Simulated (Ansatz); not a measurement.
**Si: a jump of Mg**

Theory: Ansatz, DFT PBE, scalar-relativistic, plane waves, PAW. Settings: 420 eV cutoff, 2×2×2 k-mesh, shifted by half a step, Gaussian smearing of 0.02 eV, no spin polarisation.

Host crystal, relaxed:

```
CELL_PARAMETERS angstrom
3.85128 0.00000 0.00000
-1.92564 3.33531 0.00000
0.00000 0.00000 6.36502
ATOMIC_POSITIONS crystal
Si 0.33333 0.66667 0.06293
Si 0.66667 0.33333 0.56293
Si 0.33333 0.66667 0.43707
Si 0.66667 0.33333 0.93707
```

In a supercell of 32 host sites with charge +2, interstitial Mg hops to an equivalent place, moving 3.18 Å between the relaxed ends. Climbing-image nudged elastic band at fixed cell with images 0 (start) to 4 (end), the path measured over all atoms, converged to 0.05 eV/Å; the order of the saddle wasn't checked, and the small cell leaves errors of about a tenth of an eV.

Supercell rows in host cell vectors: -1 -2 1; 1 2 1; -2 0 -1. Mg was set at (0.000, 0.000, 0.000) of the host cell.

At the relaxed start Mg has 4 Si at 2.62 Å, 2 Si at 2.63 Å.

(1) How high is the barrier, and where does the atom pass?

Results:

(1) 1.49 eV at image 2, where Mg has 4 Si at 2.45 Å, 2 Si at 2.46 Å.

Cost: 1 run of about 9.4 core-minutes, on Arm Neoverse V1 (shared hosts).